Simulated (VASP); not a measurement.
**BAs: relaxation of cell and atoms with r2SCAN+rVV10**

Sheet: BAs, a sheet with vacuum.

```
B As
1.0
     3.38000    0.00000    0.00000
    -1.69000    2.92717    0.00000
     0.00000    0.00000   16.00000
B As
1 1
Direct
  0.33333 0.66667 0.50000
  0.66667 0.33333 0.50000
```

The cell was built by a generator and needn't be a form met in nature.

```json
{
  "Program": "VASP 6.6.1",
  "Task": "relaxation of cell and atoms",
  "Functional": "r2SCAN",
  "Dispersion": "rVV10",
  "Potentials or basis": "VASP PAW PBE potentials, release 64 (B, As)",
  "Cutoff": "600 eV",
  "k mesh": "12 × 12 × 1",
  "Occupations": "gaussian, width 0.03 eV",
  "Spin": "no spin polarisation",
  "Dipole correction": "no",
  "Further INCAR settings": "ALGO = Normal; EDIFF = 1e-06; IBRION = 2; EDIFFG = -0.005; NSW = 60; ISIF = 3"
}
```

```json
{
  "Relaxed volume": "78.55 Å³/atom",
  "Relaxed cell": "a = 3.367 Å, b = 3.367 Å, c = 16.000 Å, α = 90.00°, β = 90.00°, γ = 120.00°",
  "Space group after relaxing (to 0.05 Å)": "P-6m2 (No. 187)",
  "Energy gained by relaxing": "0.8 meV/atom",
  "Ionic steps": "3",
  "Band gap on the k mesh": "0.98 eV, direct"
}
```

The path:
```tsv
step	energy change (eV)	largest force (eV/Å)	pressure (GPa)	volume (Å³)
1	0.0000	0.0000	-0.27	158.30
2	0.0022	0.0000	0.43	155.26
3	-0.0016	0.0000	-0.01	157.10
```

Final structure:
```xyz
2
Lattice="3.3671 0.0000 0.0000 -1.6836 2.9160 0.0000 0.0000 0.0000 16.0000" Properties=species:S:1:pos:R:3 pbc="T T T"
B     0.0000    1.9440    8.0000
As    1.6836    0.9720    8.0000
```

Levels at points of the mesh, in eV from the valence-band top:
```csv
k point,band 1,band 2,band 3,band 4,band 5,band 6,band 7,band 8
"(0.00, 0.00, 0.00)",-14.55,-4.16,-1.56,-1.56,4.01,4.48,5.18,5.20
"(0.50, 0.00, 0.00)",-11.92,-8.71,-3.77,-1.07,1.67,2.87,8.06,8.64
```

Run time: 20 min on 4 MPI ranks on Intel(R) Xeon(R) Platinum 8488C (Sapphire Rapids), on a shared host, peak memory 0.72 GiB a rank.

Caveat: the PAW data sets were made with another functional, which shifts forces and pressure a little. r2SCAN opens gaps a little over a GGA but as a rule still falls short of measured ones.
